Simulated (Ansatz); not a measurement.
## HfO2: equilibrium volume by level of theory

```xyz
3
Lattice="0.0000 2.5575 2.5575 2.5575 0.0000 2.5575 2.5575 2.5575 0.0000" Properties=species:S:1:pos:R:3 pbc="T T T"
Hf    0.0000    0.0000    0.0000
O     3.8363    3.8363    3.8363
O     1.2788    1.2788    1.2788
```

Measurements of this composition are mostly on another form, of space group No. 14.

| rung | level | program and potentials | cutoff (eV) | k mesh | smearing | task | spin | core time | chip | equilibrium volume (Å³/atom) | notes |
| --- | --- | --- | --- | --- | --- | --- | --- | --- | --- | --- | --- |
| GGA + dispersion | revPBE+D3(BJ) | Ansatz, Ansatz PAW | 420 | 9 × 9 × 9 | fermi-dirac 0.05 | relaxation of cell and atoms | off | 5 s | Intel Xeon 6975P-C Granite Rapids | 10.89 | potentials made for PBE, which Ansatz adapts in part |
| GGA | revPBE | Ansatz, Ansatz PAW | 420 | 9 × 9 × 9 | fermi-dirac 0.05 | relaxation of cell and atoms | off | 5.2 s | Arm Neoverse V2 | 11.21 | potentials made for PBE, which Ansatz adapts in part |
| GGA + dispersion | RPBE+D3(BJ) | Ansatz, Ansatz PAW | 420 | 9 × 9 × 9 | fermi-dirac 0.05 | relaxation of cell and atoms | off | 5.2 s | Intel Xeon 6975P-C Granite Rapids | 10.31 | potentials made for PBE, which Ansatz adapts in part |
| GGA + dispersion | RPBE+D4 | Ansatz, Ansatz PAW | 420 | 9 × 9 × 9 | fermi-dirac 0.05 | relaxation of cell and atoms | off | 6.6 s | Intel Xeon 6975P-C Granite Rapids | 10.94 | potentials made for PBE, which Ansatz adapts in part |
| GGA | BLYP | Ansatz, Ansatz PAW | 420 | 9 × 9 × 9 | fermi-dirac 0.05 | relaxation of cell and atoms | off | 6.8 s | Arm Neoverse V2 | 11.34 | potentials made for PBE, which Ansatz adapts in part |
| meta-GGA + U (1 eV) | r2SCAN+U (Hf d U = 1 eV, fll (the default)) | Ansatz, Ansatz PAW | 500 | 9 × 9 × 9 | fermi-dirac 0.05 | relaxation of cell and atoms | off | 8.6 s | AMD EPYC 9B45 Zen 5 | 10.84 | potentials made for PBE, which Ansatz adapts in part |
| GGA + dispersion | BLYP+D3(BJ) | Ansatz, Ansatz PAW | 420 | 9 × 9 × 9 | fermi-dirac 0.05 | relaxation of cell and atoms | off | 9.7 s | AMD EPYC 7B13 Zen 3 | 10.97 | potentials made for PBE, which Ansatz adapts in part |
| GGA | PBEsol | Ansatz, Ansatz PAW | 420 | 9 × 9 × 9 | fermi-dirac 0.05 | relaxation of cell and atoms | off | 10 s | Arm Neoverse V1 | 10.69 | potentials made for PBE, which Ansatz adapts in part |
| LDA | LDA | Ansatz, Ansatz PAW | 420 | 9 × 9 × 9 | fermi-dirac 0.05 | relaxation of cell and atoms | off | 11 s | Arm Neoverse V1 | 10.42 | potentials made for PBE, which Ansatz adapts in part |
| GGA + U (3.5 eV) | PBE+U (Hf d U = 3.5 eV, fll (the default)) | Ansatz, Ansatz PAW | 420 | 9 × 9 × 9 | fermi-dirac 0.05 | relaxation of cell and atoms | off | 15 s | AMD EPYC 7B13 Zen 3 | 11.27 | - |
| GGA + dispersion | PBE+D4 | Ansatz, Ansatz PAW | 420 | 9 × 9 × 9 | fermi-dirac 0.05 | equation of state | off | 16 s | Arm Neoverse V1 | 10.89 | - |
| GGA + U (1 eV) | PBEsol+U (Hf d U = 1 eV, fll (the default)) | Ansatz, Ansatz PAW | 420 | 9 × 9 × 9 | fermi-dirac 0.05 | relaxation of cell and atoms | off | 18 s | AMD EPYC 7B13 Zen 3 | 10.75 | potentials made for PBE, which Ansatz adapts in part |
| non-local van der Waals functional | rPW86-PBE+rVV10 | Ansatz, Ansatz PAW | 420 | 9 × 9 × 9 | fermi-dirac 0.05 | equation of state | off | 20 s | Arm Neoverse V1 | 11.19 | potentials made for PBE, which Ansatz adapts in part |
| GGA + dispersion + U (6.5 eV) | PBEsol+D3(BJ)+U (Hf d U = 6.5 eV, fll (the default)) | Ansatz, Ansatz PAW | 420 | 9 × 9 × 9 | tetrahedron | equation of state | off | 21 s | Intel Xeon Platinum 8488C Sapphire Rapids | 11.00 | potentials made for PBE, which Ansatz adapts in part |
| meta-GGA + dispersion | r2SCAN+rVV10 | Ansatz, Ansatz PAW | 500 | 9 × 9 × 9 | fermi-dirac 0.05 | relaxation of cell and atoms | off | 27 s | Arm Neoverse V1 | 10.71 | potentials made for PBE, which Ansatz adapts in part |
| GGA + dispersion | PBE+D3(BJ) | Ansatz, Ansatz PAW | 420 | 7 × 7 × 7 | fermi-dirac 0.05 | equation of state | SOC, no magnetisation | 41 s | Arm Neoverse V1 | 10.87 | - |
| GGA | PBEsol | Ansatz, Ansatz PAW | 420 | 9 × 9 × 9 | fermi-dirac 0.05 | equation of state | SOC, no magnetisation | 77 s | Arm Neoverse V1 | 10.68 | potentials made for PBE, which Ansatz adapts in part |

Times are single runs on shared hosts and different chips, so they are rough; meshes, cutoffs and the tasks' sizes weigh on the time. Smearing widths are in eV. Meshes differ between rows, which moves values too. Meshes are those of the run's cell of 3 atoms unless a note names another. Relaxations start from the cell shown or near it and stop with a little pressure left. Runs on faulty files, with rough fits or with known faults for this quantity aren't shown.

By rung: LDA 10.42; GGA + dispersion 10.31 to 10.97; GGA 10.68 to 11.34; GGA + U (3.5 eV) 11.27; GGA + U (1 eV) 10.75; GGA + dispersion + U (6.5 eV) 11.00; non-local van der Waals functional 11.19; meta-GGA + U (1 eV) 10.84; meta-GGA + dispersion 10.71 (Å³/atom).
